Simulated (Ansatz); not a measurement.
Method: DFT PBE, scalar-relativistic, plane waves, PAW (Ansatz). Settings: cutoff 420 eV, Γ-centred meshes spaced at most about 0.3 Å⁻¹, and about 0.25 Å⁻¹ or finer for metals (2π included), Gaussian smearing. No spin polarisation.

Temperature and zero-point effects are left out. All are two-dimensional sheets, periodic along a and b, with vacuum along c.

**Question.** Order these relaxed structures of Mg by energy, lowest first, with the energy over the lowest of them.
A.

```cif
data_structure
_symmetry_space_group_name_H-M 'P 1'
_symmetry_Int_Tables_number 1
_cell_length_a 2.9623
_cell_length_b 2.9623
_cell_length_c 30.1038
_cell_angle_alpha 90.000
_cell_angle_beta 90.000
_cell_angle_gamma 90.000
_cell_volume 264.16
loop_
_atom_site_label
_atom_site_type_symbol
_atom_site_fract_x
_atom_site_fract_y
_atom_site_fract_z
_atom_site_occupancy
Mg1 Mg 0.00000 0.00000 0.23096 1
Mg2 Mg 0.00000 0.00000 0.33375 1
```

B.

```cif
data_structure
_symmetry_space_group_name_H-M 'P 1'
_symmetry_Int_Tables_number 1
_cell_length_a 6.0201
_cell_length_b 6.0201
_cell_length_c 23.8000
_cell_angle_alpha 90.000
_cell_angle_beta 90.000
_cell_angle_gamma 120.000
_cell_volume 746.98
loop_
_atom_site_label
_atom_site_type_symbol
_atom_site_fract_x
_atom_site_fract_y
_atom_site_fract_z
_atom_site_occupancy
Mg1 Mg 0.50000 0.00000 0.29412 1
Mg2 Mg 0.00000 0.50000 0.29412 1
Mg3 Mg 0.50000 0.50000 0.29412 1
```

C.

```cif
data_structure
_symmetry_space_group_name_H-M 'P 1'
_symmetry_Int_Tables_number 1
_cell_length_a 5.2419
_cell_length_b 5.2419
_cell_length_c 23.8000
_cell_angle_alpha 90.000
_cell_angle_beta 90.000
_cell_angle_gamma 120.000
_cell_volume 566.35
loop_
_atom_site_label
_atom_site_type_symbol
_atom_site_fract_x
_atom_site_fract_y
_atom_site_fract_z
_atom_site_occupancy
Mg1 Mg 0.66667 0.33333 0.29412 1
Mg2 Mg 0.33333 0.66667 0.29412 1
```

**Answer.** A (0 meV/atom), B (349 meV/atom), C (451 meV/atom). Counting all near atoms (those within 1.25 times the shortest distance at each site): A has Mg 5; B has Mg 4; C has Mg 3. All come from invented guesses. The lowest form computed isn't among them: it has layer group p-3m1 (No. 72), 4.2 Å²/atom and lies 282 meV/atom below the best shown.

Cells relaxed within their symmetry can be saddle points. Some types were kept out of the candidates beforehand, so the set may lack a known form.
